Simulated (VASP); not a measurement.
# Ni in VASP: a series of runs

The runs below take Ni through work function, with PBEsol.

Everything below comes from runs of VASP 6.6.1. Logs are shortened: lines on timing, memory, paths and dates and some standing lists are left out, and cuts for length are marked.

**1. The structure**

The cell holds a slab with vacuum, 7 atoms: a = 2.489 Å, b = 2.489 Å, c = 28.194 Å, α = 90.00°, β = 90.00°, γ = 60.00°.

The cell was built by a generator and needn't be a form met in nature.

**2. Work function, PBEsol, collinear spin, ferromagnetic start**

Contents of INCAR:

```
SYSTEM = Ni
  PREC = Accurate
  ENCUT = 520
  EDIFF = 1E-6
  ISMEAR = -1
  SIGMA = 0.03
  LREAL = .FALSE.
  LASPH = .TRUE.
  NELM = 150
  ALGO = Normal
  ISIF = 2
  LWAVE = .FALSE.
  LCHARG = .FALSE.
  ISPIN = 2
  MAGMOM = 0.8 0.8 0.8 0.8 0.8 0.8 0.8
  LORBIT = 11
  LMAXMIX = 4
  LDIPOL = .TRUE.
  IDIPOL = 3
  DIPOL = 0.5 0.5 0.500
  GGA = PS
  LVHAR = .TRUE.
  LVACPOTAV = .TRUE.
```

Contents of KPOINTS:

```
Automatic mesh
0
G
  16 16 1
  0 0 0
```

Contents of POSCAR:

```
Ni
1.0
    2.4890158700      0.0000000000      0.0000000000
    1.2445079350      2.1555509740      0.0000000000
    0.0000000000      0.0000000000     28.1936376838
Ni
7
Direct
    0.0000000000      0.0000000000      0.2837519617
    0.3333333333      0.3333333333      0.3558346411
   -0.3333333333      0.6666666667      0.4279173206
    0.0000000000      0.0000000000      0.5000000000
    0.3333333333      0.3333333333      0.5720826794
   -0.3333333333      0.6666666667      0.6441653589
    0.0000000000      0.0000000000      0.7162480383
```

Potentials or basis: VASP PAW PBE potentials, release 64 (Ni).

Command:

```
$ cat potpaw_PBE.64/Ni/POTCAR > POTCAR
$ mpirun -np 1 vasp_std > vasp.out
```

OUTCAR:

```text
SYSTEM = Ni
   PREC = Accurate
   ENCUT = 520
   EDIFF = 1E-6
   ISMEAR = -1
   LREAL = .FALSE.
   LASPH = .TRUE.
   NELM = 150
   ISIF = 2
   ISPIN = 2
   LORBIT = 11
   GGA = PS

 ion  position               nearest neighbor table
   1  0.000  0.000  0.284-   2 2.49   2 2.49   2 2.49
   2  0.333  0.333  0.356-   1 2.49   1 2.49   1 2.49   3 2.49   3 2.49   3 2.49
   3  0.667  0.667  0.428-   4 2.49   4 2.49   4 2.49   2 2.49   2 2.49   2 2.49
   4  0.000  0.000  0.500-   3 2.49   5 2.49   3 2.49   5 2.49   5 2.49   3 2.49
   5  0.333  0.333  0.572-   4 2.49   4 2.49   4 2.49   6 2.49   6 2.49   6 2.49
   6  0.667  0.667  0.644-   7 2.49   7 2.49   7 2.49   5 2.49   5 2.49   5 2.49
   7  0.000  0.000  0.716-   6 2.49   6 2.49   6 2.49

  LATTYP: Found a hexagonal cell.
 ALAT       =     2.4890158701
 C/A-ratio  =    11.3272229487

  Lattice vectors:

 A1 = (  -1.2445079350,  -2.1555509740,   0.0000000000)
 A2 = (   2.4890158700,   0.0000000000,   0.0000000000)
 A3 = (   0.0000000000,   0.0000000000,  28.1936376838)

Analysis of symmetry for initial positions (statically):
=====================================================================
 Subroutine PRICEL returns:
 Original cell was already a primitive cell.

 Routine SETGRP: Setting up the symmetry group for a
 hexagonal supercell.

 Subroutine GETGRP returns: Found 12 space group operations
 (whereof 12 operations were pure point group operations)
 out of a pool of 24 trial point group operations.

The static configuration has the point symmetry D_3d.

Analysis of symmetry for dynamics (positions and initial velocities):
=====================================================================
 Subroutine PRICEL returns:
 Original cell was already a primitive cell.

 Routine SETGRP: Setting up the symmetry group for a
 hexagonal supercell.

 Subroutine GETGRP returns: Found 12 space group operations
 (whereof 12 operations were pure point group operations)
 out of a pool of 24 trial point group operations.

The dynamic configuration has the point symmetry D_3d.

Analysis of structural, dynamic, and magnetic symmetry:
=====================================================================
 Subroutine PRICEL returns:
 Original cell was already a primitive cell.

 Routine SETGRP: Setting up the symmetry group for a
 hexagonal supercell.

 Subroutine GETGRP returns: Found 12 space group operations
 (whereof 12 operations were pure point group operations)
 out of a pool of 24 trial point group operations.

The overall configuration has the point symmetry D_3d.

 Subroutine INISYM returns: Found 12 space group operations
 (whereof 12 operations are pure point group operations),
 and found     1 'primitive' translations

----------------------------------------------------------------------------------------

                                     Primitive cell

  volume of cell :     151.2645

  direct lattice vectors                    reciprocal lattice vectors
     2.489015870  0.000000000  0.000000000     0.401765217 -0.231959256  0.000000000
     1.244507935  2.155550974  0.000000000     0.000000000  0.463918512  0.000000000
     0.000000000  0.000000000 28.193637684     0.000000000  0.000000000  0.035468995

  length of vectors
     2.489015870  2.489015870 28.193637684     0.463918512  0.463918512  0.035468995

  position of ions in fractional coordinates (direct lattice)
     0.000000000  0.000000000  0.283751962
     0.333333333  0.333333333  0.355834641
     0.666666667  0.666666667  0.427917321
     0.000000000  0.000000000  0.500000000
     0.333333333  0.333333333  0.572082679
     0.666666667  0.666666667  0.644165359
     0.000000000  0.000000000  0.716248038

  ion indices of the primitive-cell ions
   primitive index   ion index
                 1           1
                 2           2
                 3           3
                 4           4
                 5           5
                 6           6
                 7           7

----------------------------------------------------------------------------------------

[... 54 lines left out ...]
   dimension x,y,z NGX =    20 NGY =   20 NGZ =  210
   dimension x,y,z NGXF=    40 NGYF=   40 NGZF=  420
   ions per type =               7
   NGX,Y,Z   is equivalent  to a cutoff of  13.36, 13.36, 12.38 a.u.
   NGXF,Y,Z  is equivalent  to a cutoff of  26.72, 26.72, 24.77 a.u.
 SYSTEM =  Ni
   PREC   = accura    normal or accurate (medium, high low for compatibility)
   ISTART =      0    job   : 0-new  1-cont  2-samecut
   ICHARG =      2    charge: 1-file 2-atom 10-const
   ISPIN  =      2    spin polarized calculation?
   LNONCOLLINEAR =      F non collinear calculations
   LSORBIT =      F    spin-orbit coupling
   LASPH  =      T    aspherical Exc in radial PAW
   ENCUT  =  520.0 eV  38.22 Ry    6.18 a.u.   4.63  4.63 52.42*2*pi/ulx,y,z
   NELM   =    150;   NELMIN=  2; NELMDL= -5     # of ELM steps
   EDIFF  = 0.1E-05   stopping-criterion for ELM
   LREAL  =      F    real-space projection
   EDIFFG = 0.1E-04   stopping-criterion for IOM
   NSW    =      0    number of steps for IOM
   IBRION =     -1    ionic relax: 0-MD 1-quasi-New 2-CG
   NFREE  =      0    steps in history (QN), initial steepest desc. (CG)
   ISIF   =      2    stress and relaxation
   ISYM   =      2    0-nonsym 1-usesym 2-fastsym
   POTIM  = 0.5000    time-step for ionic-motion
   TEBEG  =    0.0;   TEEND  =   0.0 temperature during run
   PSTRESS=    0.0 pullay stress
   NELECT =      70.0000    total number of electrons
   NUPDOWN=      -1.0000    fix difference up-down
   EMIN   =  10.00;   EMAX   =-10.00  energy-range for DOS
   EFERMI =   0.00;   METHOD = LEGACY
   ISMEAR =    -1;   SIGMA  =   0.03  broadening in eV -4-tet -1-fermi 0-gaus
   EFERMI_NEDOS =   21; number of points for ismear=-14 and -15
   IALGO  =     38    algorithm
   IMIX   =      4    mixing-type and parameters
     AMIX     =   0.40;   BMIX     =  1.00
     AMIX_MAG =   1.60;   BMIX_MAG =  1.00
  volume/ion in A,a.u.               =      21.61       145.83
  Fermi-wavevector in a.u.,A,eV,Ry     =   1.266276  2.392915 21.816339  1.603456
  Thomas-Fermi vector in A             =   2.399486
   LORBIT       =     11    0 simple, 1 ext, 2 COOP (PROOUT), +10 PAW based schemes
   GGA     = PS    functional components
   LHFCALC =     F    Hartree Fock is set to
   AEXX    =    0.0000 exact exchange contribution
   IVDW    =     0    specifies the selected vdW correction
   LEPSILON=     F    determine dielectric tensor
   LRPA    =     F    only Hartree local field effects (RPA)
 spin polarized calculation
  energy-cutoff  :      520.00
  volume of cell :      151.26
 maximum number of plane-waves:      4126
   NGX =  9   NGY =  9   NGZ =105

 dipolmoment           0.000000      0.000000      0.000000 electrons x Angstroem

 number of electron      70.0000024 magnetization       4.2994422

 dipolmoment           0.000000      0.000000     -0.000000 electrons x Angstroem

 Free energy of the ion-electron system (eV)
  ---------------------------------------------------
  ext. energy  EPLUGINS =         0.00000000
  ---------------------------------------------------
  free energy    TOTEN  =       -41.28944875 eV

  energy without entropy =      -41.25085692  energy(sigma->0) =      -41.27015283

 E-fermi :   2.1180     XC(G=0):  -7.4036

 val. band max:        2.1166585327   @ k =   0.5000   0.1875   0.0000
 cond. band min:       2.1204564160   @ k =   0.2500   0.0000   0.0000
 fundamental gap:      0.0037978832
 Fermi energy:         2.1179522737

 spin component 1

 k-point     1 :       0.0000    0.0000    0.0000
  band No.  band energies     occupation
      1      -6.7601      1.00000
      2      -6.2427      1.00000
      3      -5.4268      1.00000
      4      -4.4308      1.00000
      5      -3.4689      1.00000
      6      -2.8896      1.00000
[... 1141 lines left out ...]
     44      10.4508      0.00000
     45      10.9759      0.00000

 [... further k-points ...]

 spin component 2

 k-point     1 :       0.0000    0.0000    0.0000
  band No.  band energies     occupation
      1      -6.7800      1.00000
      2      -6.2631      1.00000
      3      -5.4412      1.00000
      4      -4.4221      1.00000
      5      -3.3786      1.00000
      6      -2.6339      1.00000
[... 1141 lines left out ...]
     44      10.5645      0.00000
     45      11.1257      0.00000

 [... further k-points ...]

------------------------ aborting loop because EDIFF is reached ----------------------------------------

  FORCE on cell =-STRESS in cart. coord.  units (eV):
  Direction    XX          YY          ZZ          XY          YZ          ZX
  --------------------------------------------------------------------------------------
  -------------------------------------------------------------------------------------
  Total       -6.4694727     -6.4694727     -4.8216801      0.0000000     -0.0000000      0.0000000
  in kB      -68.5239500    -68.5239500    -51.0707107      0.0000000     -0.0000000      0.0000000
  external PRESSURE =     -62.7062036 kB  Pullay stress =       0.0000000 kB

 VOLUME and BASIS-vectors are now :
 -----------------------------------------------------------------------------
  energy-cutoff  :      520.00
  volume of cell :      151.26
      direct lattice vectors                 reciprocal lattice vectors
     2.489015870  0.000000000  0.000000000     0.401765217 -0.231959256  0.000000000
     1.244507935  2.155550974  0.000000000     0.000000000  0.463918512  0.000000000
     0.000000000  0.000000000 28.193637684     0.000000000  0.000000000  0.035468995

 POSITION                                       TOTAL-FORCE (eV/Angst)
 -----------------------------------------------------------------------------------
      0.00000      0.00000      8.00000        -0.000000     -0.000000      0.485384
      1.24451      0.71852     10.03227        -0.000000     -0.000000     -0.118221
      2.48902      1.43703     12.06455         0.000000      0.000000     -0.034692
      0.00000      0.00000     14.09682        -0.000000     -0.000000      0.000000
      1.24451      0.71852     16.12909        -0.000000     -0.000000      0.034692
      2.48902      1.43703     18.16136         0.000000      0.000000      0.118221
      0.00000      0.00000     20.19364        -0.000000     -0.000000     -0.485384
 -----------------------------------------------------------------------------------
    total drift:                               -0.000000      0.000000     -0.000000

  FREE ENERGIE OF THE ION-ELECTRON SYSTEM (eV)
  ---------------------------------------------------
  free  energy   TOTEN  =       -41.2894487485 eV

  energy  without entropy=      -41.2508569172  energy(sigma->0) =      -41.27015283

 vacuum level on the upper side and lower side of the slab         7.278         7.278

 total charge

# of ion       s       p       d       tot
------------------------------------------
    1        0.489   0.382   8.303   9.174
    2        0.494   0.496   8.311   9.301
    3        0.498   0.499   8.312   9.309
    4        0.498   0.500   8.312   9.311
    5        0.498   0.499   8.312   9.309
    6        0.494   0.496   8.311   9.301
    7        0.489   0.382   8.303   9.174
--------------------------------------------------
tot          3.460   3.255  58.164  64.878

 magnetization (x)

# of ion       s       p       d       tot
------------------------------------------
    1       -0.007  -0.025   0.680   0.648
    2       -0.008  -0.026   0.680   0.646
    3       -0.007  -0.025   0.637   0.605
    4       -0.007  -0.024   0.630   0.599
    5       -0.007  -0.025   0.637   0.605
    6       -0.008  -0.026   0.680   0.646
    7       -0.007  -0.025   0.680   0.648
--------------------------------------------------
tot         -0.051  -0.174   4.622   4.397
```

It took 22 min on 1 thread of Intel Xeon 6975P-C (Granite Rapids), shared host; peak memory 0.5 GiB.

Results:

```
Free energy                                           : -41.2894 eV
Largest force                                         : 0.485 eV/Å
Band gap on the k mesh                                : none (metal or under the smearing width)
Net moment                                            : 4.30 μB per cell
Site moments                                          : Ni +0.65, +0.60 μB
Valence electrons inside the program's atomic spheres : Ni 9.17, 9.30, 9.31
Work function of the upper face                       : 5.16 eV
Work function of the lower face                       : 5.16 eV
```

Forces on the atoms (eV/Å):
```
Ni   0.000  0.000  0.485
Ni   0.000  0.000 -0.118
Ni   0.000  0.000 -0.035
Ni   0.000  0.000  0.000
Ni   0.000  0.000  0.035
Ni   0.000  0.000  0.118
Ni   0.000  0.000 -0.485
```

Caveat: the PAW data sets were made with another functional, which shifts forces and pressure a little.

**3. Work function, PBEsol**

Contents of INCAR:

```
SYSTEM = Ni
  PREC = Accurate
  ENCUT = 520
  EDIFF = 1E-6
  ISMEAR = 1
  SIGMA = 0.1
  LREAL = .FALSE.
  LASPH = .TRUE.
  NELM = 150
  ALGO = Normal
  ISIF = 2
  LWAVE = .FALSE.
  LCHARG = .FALSE.
  LDIPOL = .TRUE.
  IDIPOL = 3
  DIPOL = 0.5 0.5 0.500
  GGA = PS
  LVHAR = .TRUE.
  LVACPOTAV = .TRUE.
```

KPOINTS is that of step 2.

POSCAR is that of step 2.

Potentials or basis: VASP PAW PBE potentials, release 64 (Ni).

Command:

```
$ cat potpaw_PBE.64/Ni/POTCAR > POTCAR
$ mpirun -np 1 vasp_std > vasp.out
```

OUTCAR:

```text
SYSTEM = Ni
   PREC = Accurate
   ENCUT = 520
   EDIFF = 1E-6
   ISMEAR = 1
   LREAL = .FALSE.
   LASPH = .TRUE.
   NELM = 150
   ISIF = 2
   GGA = PS

 ion  position               nearest neighbor table
   1  0.000  0.000  0.284-   2 2.49   2 2.49   2 2.49
   2  0.333  0.333  0.356-   1 2.49   1 2.49   1 2.49   3 2.49   3 2.49   3 2.49
   3  0.667  0.667  0.428-   4 2.49   4 2.49   4 2.49   2 2.49   2 2.49   2 2.49
[... 1299 lines left out ...]
  Total       -7.1052090     -7.1052090     -5.0288948      0.0000000     -0.0000000     -0.0000000
  in kB      -75.2575998    -75.2575998    -53.2655055      0.0000000     -0.0000000     -0.0000000
  external PRESSURE =     -67.9269017 kB  Pullay stress =       0.0000000 kB

 VOLUME and BASIS-vectors are now :
 -----------------------------------------------------------------------------
  energy-cutoff  :      520.00
  volume of cell :      151.26
      direct lattice vectors                 reciprocal lattice vectors
     2.489015870  0.000000000  0.000000000     0.401765217 -0.231959256  0.000000000
     1.244507935  2.155550974  0.000000000     0.000000000  0.463918512  0.000000000
     0.000000000  0.000000000 28.193637684     0.000000000  0.000000000  0.035468995

 POSITION                                       TOTAL-FORCE (eV/Angst)
 -----------------------------------------------------------------------------------
      0.00000      0.00000      8.00000        -0.000000      0.000000      0.453212
      1.24451      0.71852     10.03227         0.000000      0.000000     -0.065289
      2.48902      1.43703     12.06455         0.000000     -0.000000      0.001770
      0.00000      0.00000     14.09682        -0.000000      0.000000      0.000000
      1.24451      0.71852     16.12909        -0.000000     -0.000000     -0.001770
      2.48902      1.43703     18.16136        -0.000000      0.000000      0.065289
      0.00000      0.00000     20.19364        -0.000000      0.000000     -0.453212
 -----------------------------------------------------------------------------------
    total drift:                               -0.000000      0.000000     -0.000000

  FREE ENERGIE OF THE ION-ELECTRON SYSTEM (eV)
  ---------------------------------------------------
  free  energy   TOTEN  =       -40.8244788745 eV

  energy  without entropy=      -40.8052720397  energy(sigma->0) =      -40.81807660

 vacuum level on the upper side and lower side of the slab         7.243         7.243
```

stdout:

```text
POSCAR found type information on POSCAR Ni
 POSCAR found :  1 types and       7 ions
 scaLAPACK will be used
 -----------------------------------------------------------------------------
|                                                                             |
[... 44 lines left out ...]
|     molecular-dynamics runs (even for insulators or semiconductors),        |
|     since the presence of unoccupied bands improves wavefunction            |
|     prediction and helps to suppress 'band-crossings'.                      |
|                                                                             |
 -----------------------------------------------------------------------------
```

It took 6.9 min on 1 thread of Intel Xeon 6975P-C (Granite Rapids), shared host; peak memory 0.36 GiB.

What came out:

```yaml
Free_energy: -40.8245 eV
Largest_force: 0.453 eV/Å
Band_gap_on_the_k_mesh: none (metal or under the smearing width)
Work_function_of_the_upper_face: 5.30 eV
Work_function_of_the_lower_face: 5.30 eV
```

Forces on the atoms (eV/Å):
```
Ni   0.000  0.000  0.453
Ni   0.000  0.000 -0.065
Ni   0.000  0.000  0.002
Ni   0.000  0.000  0.000
Ni   0.000  0.000 -0.002
Ni   0.000  0.000  0.065
Ni   0.000  0.000 -0.453
```

Levels at points of the mesh, in eV from the Fermi level:
| k point | band 32 | band 33 | band 34 | band 35 | band 36 | band 37 | band 38 | band 39 |
| --- | --- | --- | --- | --- | --- | --- | --- | --- |
| (0.00, 0.00, 0.00) | -0.66 | -0.66 | -0.48 | -0.48 | -0.25 | -0.25 | -0.06 | -0.06 |
| (0.50, 0.00, 0.00) | 0.07 | 0.12 | 0.17 | 0.18 | 0.52 | 1.39 | 2.10 | 2.57 |

Caveat: the PAW data sets were made with another functional, which shifts forces and pressure a little; the run has no spin polarisation, though such a crystal can be magnetic. Spin polarisation is off, so any magnetic state and its effect on volume and gap are missing.
